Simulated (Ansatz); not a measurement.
# BP: energy and stress against strain

The task, for BP: see how energy and stress answer to the strain pattern (0, 1, 0, 0, 0, 0).

Method: DFT r2SCAN, scalar-relativistic, plane waves, PAW, in Ansatz 0.2.0.

### Step 1. The system as given

It takes space group F-43m (No. 216, cubic). The conventional cell has a = 4.538 Å, b = 4.538 Å, c = 4.538 Å, α = 90.00°, β = 90.00°, γ = 90.00°. B (site symmetry -43m) is surrounded by 4 P at 1.97 Å. P (site symmetry -43m) has 4 B at 1.97 Å as nearest neighbours.

Coordinates:

```
CELL_PARAMETERS angstrom
0.00000 2.26900 2.26900
2.26900 0.00000 2.26900
2.26900 2.26900 0.00000
ATOMIC_POSITIONS crystal
B 0.00000 0.00000 0.00000
P 0.75000 0.75000 0.75000
```

No relaxation comes first: the listed cell is the starting point.

### Step 2. The scan: energy and stress against strain

The cell is strained by ε times the Voigt pattern (0, 1, 0, 0, 0, 0) (xx, yy, zz, yz, xz, xy; engineering shear), with fractional coordinates fixed (clamped ions). The stress on the pattern is the sum of the stress components weighted by it, tension positive.

### Step 3. Point ε = -0.0600

input.yaml reads:

```yaml
crystal:
  lattice:
    - [0.0, 2.13286, 2.269]
    - [2.269, 0.0, 2.269]
    - [2.269, 2.13286, 0.0]
  atoms:
    - { symbol: B, position: [0.0, 0.0, 0.0] }
    - { symbol: P, position: [0.75, 0.75, 0.75] }
basis:
  ecutwfc: 500
kpoints:
  mp_grid: { grid: [8, 8, 8] }
hamiltonian:
  xc: r2scan
scf:
  occupations: { method: gaussian, width: 0.05 }
output:
  forces: true
  stress: true
  eigenvalues: true
```

On the command line:

```console
$ ansatz run input.yaml --threads 1 --pin off --max-ram 2560MiB --backend cpu --events-out ev --progress --plain --runs-dir out
```

### Step 4. ε = 0.0450

Edit input.yaml of step 3 so:

```diff
@@ -2,5 +2,5 @@
   lattice:
-    - [0.0, 2.13286, 2.269]
+    - [0.0, 2.371105, 2.269]
     - [2.269, 0.0, 2.269]
-    - [2.269, 2.13286, 0.0]
+    - [2.269, 2.371105, 0.0]
   atoms:
```

### Step 5. Point ε = -0.0300

Edit input.yaml of step 4 so:

```diff
@@ -2,5 +2,5 @@
   lattice:
-    - [0.0, 2.371105, 2.269]
+    - [0.0, 2.20093, 2.269]
     - [2.269, 0.0, 2.269]
-    - [2.269, 2.371105, 0.0]
+    - [2.269, 2.20093, 0.0]
   atoms:
```

### Step 6. ε = 0.0150

Edit input.yaml of step 5 so:

```diff
@@ -2,5 +2,5 @@
   lattice:
-    - [0.0, 2.20093, 2.269]
+    - [0.0, 2.303035, 2.269]
     - [2.269, 0.0, 2.269]
-    - [2.269, 2.20093, 0.0]
+    - [2.269, 2.303035, 0.0]
   atoms:
```

### Step 7. Point ε = 0.0600

Edit input.yaml of step 6 so:

```diff
@@ -2,5 +2,5 @@
   lattice:
-    - [0.0, 2.303035, 2.269]
+    - [0.0, 2.40514, 2.269]
     - [2.269, 0.0, 2.269]
-    - [2.269, 2.303035, 0.0]
+    - [2.269, 2.40514, 0.0]
   atoms:
```

### Step 8. At ε = -0.0450

Edit input.yaml of step 7 so:

```diff
@@ -2,5 +2,5 @@
   lattice:
-    - [0.0, 2.40514, 2.269]
+    - [0.0, 2.166895, 2.269]
     - [2.269, 0.0, 2.269]
-    - [2.269, 2.40514, 0.0]
+    - [2.269, 2.166895, 0.0]
   atoms:
```

### Step 9. ε = 0.0300

Edit input.yaml of step 8 so:

```diff
@@ -2,5 +2,5 @@
   lattice:
-    - [0.0, 2.166895, 2.269]
+    - [0.0, 2.33707, 2.269]
     - [2.269, 0.0, 2.269]
-    - [2.269, 2.166895, 0.0]
+    - [2.269, 2.33707, 0.0]
   atoms:
```

### Step 10. At ε = -0.0150

Edit input.yaml of step 9 so:

```diff
@@ -2,5 +2,5 @@
   lattice:
-    - [0.0, 2.33707, 2.269]
+    - [0.0, 2.234965, 2.269]
     - [2.269, 0.0, 2.269]
-    - [2.269, 2.33707, 0.0]
+    - [2.269, 2.234965, 0.0]
   atoms:
```

### Step 11. Point ε = 0.0525

Edit input.yaml of step 10 so:

```diff
@@ -2,5 +2,5 @@
   lattice:
-    - [0.0, 2.234965, 2.269]
+    - [0.0, 2.3881225, 2.269]
     - [2.269, 0.0, 2.269]
-    - [2.269, 2.234965, 0.0]
+    - [2.269, 2.3881225, 0.0]
   atoms:
```

(Steps that only read results are left out.)

Before running it: what results should come out? Wanted: slope of the stress at ε = 0, over ±0.0150.

**Answer**, as computed:

| quantity | value |
| --- | --- |
| slope of the stress at ε = 0, over ±0.0150 | 360 GPa |

In words: Cutoff, mesh or smearing here differ from converged choices, so read the numbers with care. From the stress slope, C22 is about 360 GPa with the ions clamped; letting the atoms relax could not make it stiffer. No sampled point lies below the undisturbed cell. The gap on the mesh stays between 0.39 and 1.45 eV.
